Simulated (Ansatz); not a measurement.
Generalised stacking fault in W

These are results of DFT PBE, scalar-relativistic, plane waves, PAW in Ansatz, not measurements. Cutoff 420 eV, Γ-centred 22×22×7 k-points, Gaussian smearing of 0.15 eV. Spin–orbit coupling is left out, which can shift energies with elements as heavy as these. No spin polarisation. Energies are free energies at this smearing, counted from the undisturbed cell; pressure is positive in compression.

The starting cell (relaxed at this level; with this scan's settings it stands at 0.1 GPa):

```yaml
crystal:
  lattice:
    - [-1.59178, 1.59178, -1.59178]
    - [-1.59178, -1.59178, 1.59178]
    - [0.00000, 6.36712, 6.36712]
  atoms:
    - { symbol: W, position: [0.00000, 0.00000, 0.87500] }
    - { symbol: W, position: [0.50000, 0.50000, 0.12500] }
    - { symbol: W, position: [0.00000, 0.00000, 0.37500] }
    - { symbol: W, position: [0.50000, 0.50000, 0.62500] }
```

The cut lies on the cell's a–b face, a (0 1 1) plane (indices in the standard cell, whose axes needn't be the Cartesian ones shown) of area 7.17 Å², between layers 2.25 Å apart. Vector c is tilted by f times 1·a + 1·b (length 3.184 Å) with the atoms' Cartesian places fixed: one unrelaxed fault a cell. The cell is metallic on the mesh throughout.

| f | γ (mJ/m²) | shear traction, the slope of γ along the slip (GPa) |
| --- | --- | --- |
| 0.0000 | 0 | 0.0 |
| 0.1000 | ? | ? |
| 0.2000 | 1405 | 44.1 |
| 0.3000 | 3036 | 54.9 |
| 0.4000 | 4596 | 37.7 |
| 0.5000 | 5212 | 0.0 |

By symmetry 0.6000 repeats 0.4000, 0.8000 repeats 0.2000, 0.7000 repeats 0.3000, 0.9000 repeats 0.1000 in energy; the slope of the energy along the path changes sign there.

(1) Give the withheld values.

Answers

(1) γ (mJ/m²) at f = 0.1000: 346; shear traction, the slope of γ along the slip (GPa) at f = 0.1000: 22.0.

Cost: 6 runs of about 5.8 core-minutes in all, on AMD EPYC 7R32 (Zen 2) (shared hosts).